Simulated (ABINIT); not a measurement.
Runs of ABINIT 10.8.3 (patched build) on Sb. It takes space group R-3m (No. 166, trigonal). The conventional cell has a = 4.308 Å, b = 4.308 Å, c = 11.274 Å, α = 90.00°, β = 90.00°, γ = 120.00°. Sb (site symmetry 3m) is surrounded by 3 Sb at 2.91 Å. 

| task | level | potentials or basis | cell | k mesh | cutoff (eV) | fine-grid cutoff | cell freedom (optcell) | cutoff smearing ecutsm (Ha) | optimiser (ionmov) | force stop (Ha/bohr) | gap on the mesh (eV) | pressure (GPa) | largest force (eV/Å) |
| --- | --- | --- | --- | --- | --- | --- | --- | --- | --- | --- | --- | --- | --- |
| single point | PBE | JTH PAW PBE v2.0 | as given | 5 × 5 × 5 | 435 | 870.764 eV | - | - | - | - | 0.38 | (b) | (a) |
| relaxation of cell and atoms | PBEsol | JTH PAW PBE v2.0 | relaxed | 8 × 8 × 8 | 435 | 870.764 eV | 2 | 0.5 | 22 | 0.0002 | none | 0.0 | 0.01 |
| single point | r2SCAN | JTH PAW PBE v2.0 | as given | 5 × 5 × 5 | 517 | 1034.03 eV | - | - | - | - | 0.38 | - | 0.12 |
| single point | PBE | JTH PAW PBE v2.0 | as given | 6 × 6 × 6 | 435 | 870.764 eV | - | - | - | - | none | 2.7 | 0.08 |

Alike in all rows: no spin polarisation; smearing fermi-dirac 0.05 eV.

Task: Fill in the values left out.

Result: (a) 0.05; (b) 2.5.

Caveats: spin-orbit coupling is left out, which moves the levels of the heavy elements (some runs); an odd mesh through Γ misses points on the zone boundary, where band edges often lie (some runs); the PAW data sets were made with another functional, which shifts forces and pressure a little (some runs).

A k mesh can miss the band edges, and the runs leave out spin-orbit coupling on Sb.

A gap of «none» marks a metal or a gap under the smearing width.

Not every run made on this cell is shown here.
